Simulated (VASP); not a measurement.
Write the native input for VASP 6.6.1 that does the following.

* Task: single point
* Functional: r2SCAN
* Dispersion: D3(BJ)
* Potentials or basis: VASP PAW PBE potentials, release 64 (C, H, O)
* Cutoff: 520 eV
* k mesh: 1 × 1 × 1
* Occupations: fermi-dirac, width 0.02 eV
* Spin: no spin polarisation
* Dipole correction: no
* Further INCAR settings: LREAL = Auto; ALGO = Normal; EDIFF = 1e-06; NBANDS = 65

H14C2O3:

```
C H O
1.0
     7.80355    0.00000    0.00000
     0.00000    7.80355    0.00000
     0.00000    0.00000    7.80355
C H O
4 28 6
Direct
  0.68683 0.67776 0.15830
  0.85760 0.32397 0.42258
  0.11046 0.74519 0.89634
  0.35616 0.35688 0.16451
  0.78669 0.74757 0.22742
  0.58183 0.66233 0.24900
  0.69576 0.56381 0.06564
  0.63726 0.79459 0.08286
  0.99245 0.32380 0.46392
  0.76363 0.28119 0.51615
  0.82738 0.24790 0.30723
  0.80415 0.46074 0.39837
  0.14021 0.61314 0.86276
  0.22767 0.79930 0.90774
  0.02737 0.78164 0.01470
  0.04689 0.79811 0.78167
  0.34015 0.49101 0.11737
  0.41696 0.36316 0.28864
  0.43100 0.28278 0.06446
  0.24869 0.28690 0.21471
  0.48924 0.98201 0.64723
  0.60253 0.86725 0.75377
  0.62077 0.13288 0.93627
  0.80085 0.18155 0.93205
  0.91717 0.02116 0.53151
  0.98699 0.88628 0.40825
  0.29971 0.93511 0.31628
  0.19895 0.82150 0.20084
  0.54427 0.09721 0.27959
  0.58293 0.90995 0.35864
  0.79099 0.78100 0.61082
  0.76384 0.70122 0.78806
  0.53774 0.96618 0.75792
  0.72209 0.15657 0.00945
  0.90830 0.90359 0.49962
  0.20765 0.85765 0.31951
  0.50877 0.01017 0.36555
  0.72472 0.68755 0.67383
```

The cell was built by a generator and needn't be a form met in nature.

One way to write it, as run:

POSCAR

```
H14C2O3
1.0
    7.8035490000      0.0000000000      0.0000000000
    0.0000000000      7.8035490000      0.0000000000
    0.0000000000      0.0000000000      7.8035490000
C H O
4 28 6
Direct
    0.6868285187      0.6777557237      0.1582997685
    0.8575969729      0.3239679792      0.4225769583
    0.1104625600      0.7451865811      0.8963357570
    0.3561584607      0.3568760829      0.1645148893
    0.7866933366      0.7475701120      0.2274221639
    0.5818250132      0.6623268464      0.2490020887
    0.6957603521      0.5638075701      0.0656368019
    0.6372613281      0.7945871808      0.0828597347
    0.9924458730      0.3238013883      0.4639171228
    0.7636269087      0.2811925702      0.5161497672
    0.8273799524      0.2479000260      0.3072320043
    0.8041469337      0.4607390817      0.3983700237
    0.1402054373      0.6131440964      0.8627612898
    0.2276656429      0.7993029838      0.9077408241
    0.0273721611      0.7816443518      1.0147049759
    0.0468889220      0.7981112184      0.7816699812
    0.3401529227      0.4910073609      0.1173696737
    0.4169641275      0.3631552772      0.2886379005
    0.4309962044      0.2827815908      0.0644578512
    0.2486945363      0.2868951038      0.2147099993
    0.4892389347      0.9820147218      0.6472311509
    0.6025335395      0.8672464285      0.7537724182
    0.6207688322      0.1328754391      0.9362663065
    0.8008535603      0.1815456019      0.9320502761
    0.9171724301      1.0211635757      0.5315145711
    0.9869868184      0.8862762315      0.4082501436
    0.2997097859      0.9351129851      0.3162791699
    0.1989479402      0.8214980133      0.2008445132
    0.5442651799      0.0972121787      0.2795907349
    0.5829270759     -0.0900487714      0.3586445091
    0.7909862551      0.7810036177      0.6108246389
    0.7638447583      0.7012194067      0.7880645076
    0.5377425066      0.9661757746      0.7579243752
    0.7220945239      0.1565697864      1.0094509562
    0.9083046701      0.9035888671      0.4996188273
    0.2076491094      0.8576482316      0.3195084698
    0.5087685103      0.0101748576      0.3655516227
    0.7247215338      0.6875461409      0.6738344310
```

INCAR.step1

```
SYSTEM = H14C2O3
  PREC = Accurate
  ENCUT = 520
  ISMEAR = -1
  SIGMA = 0.02
  LREAL = Auto
  LASPH = .True.
  NELM = 100
  NBANDS = 65
  GGA = PE
  ALGO = Normal
  EDIFF = 1E-4
  LWAVE = .True.
  LCHARG = .False.
```

INCAR.step2

```
SYSTEM = H14C2O3
  PREC = Accurate
  ENCUT = 520
  EDIFF = 1E-6
  ISMEAR = -1
  SIGMA = 0.02
  LREAL = Auto
  LASPH = .True.
  NELM = 100
  ALGO = Normal
  ISIF = 2
  LWAVE = .False.
  LCHARG = .False.
  METAGGA = R2SCAN
  LMIXTAU = .True.
  IVDW = 12
  VDW_S6 = 1.0
  VDW_S8 = 0.78981345
  VDW_A1 = 0.49484001
  VDW_A2 = 5.73083694
  NBANDS = 65
  ISTART = 1
```

KPOINTS

```
regular mesh
0
Gamma
  1 1 1
  0 0 0
```

Potentials or basis: VASP PAW PBE potentials, release 64 (C, H, O).

The run is started by

```bash
$ cat potpaw_PBE.64/C/POTCAR potpaw_PBE.64/H/POTCAR potpaw_PBE.64/O/POTCAR > POTCAR
$ cp INCAR.step1 INCAR
$ mpirun -np 1 vasp_gam > vasp.out
$ cp INCAR.step2 INCAR
$ mpirun -np 1 vasp_gam > vasp.out
```

It gave:

| Property | Result |
| --- | --- |
| Pressure | 0.2 GPa |
| Largest force | 5.968 eV/Å |
| Band gap on the k mesh | 5.66 eV, direct |
| Dispersion energy per atom | -0.013 eV |

Caveat: the PAW data sets were made with another functional, which shifts forces and pressure a little.

It took 2.9 min on 1 thread of Intel(R) Xeon(R) 6975P-C (Granite Rapids) (shared host), peak memory 0.53 GiB.
